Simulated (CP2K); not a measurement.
The system is Sb.

```xyz
2
Lattice="4.5067 0.0000 0.0000 2.4472 3.7843 0.0000 2.4472 1.3318 3.5422" Properties=species:S:1:pos:R:3 pbc="T T T"
Sb    7.2061    3.9215    2.7152
Sb    2.1951    1.1946    0.8271
```

Base run:

| Property | Result |
| --- | --- |
| Program | CP2K 2026.2 |
| Functional | LDA |
| Potentials or basis | POTENTIAL_UZH Sb GTH-PBE-q5; TZVP-MOLOPT-PBE-GTH basis |
| Density cutoff | 9184 eV |
| k mesh | 8 × 8 × 8 |
| Occupations | fermi-dirac, width 0.05 eV |
| Spin | no spin polarisation |

Its results: band gap on the k mesh none (metal or under the smearing width); pressure 2.6 GPa; largest force 0.335 eV/Å.

Q: After a change of settings the same cell gave: band gap on the k mesh none (metal or under the smearing width); pressure 3.6 GPa; largest force 0.222 eV/Å. Which change was it?
A. functional from LDA to HLE16
B. functional from LDA to PBE
C. functional from LDA to PBEsol

A: B.

PBE binds less tightly than LDA, so the same cell stands under more pressure.

Caveats: spin-orbit coupling is left out, which moves the levels of the heavy elements; the basis of atomic orbitals isn't converged, which shifts pressures, moduli and gaps; the potentials were made for another functional, which shifts forces and pressure (some runs).
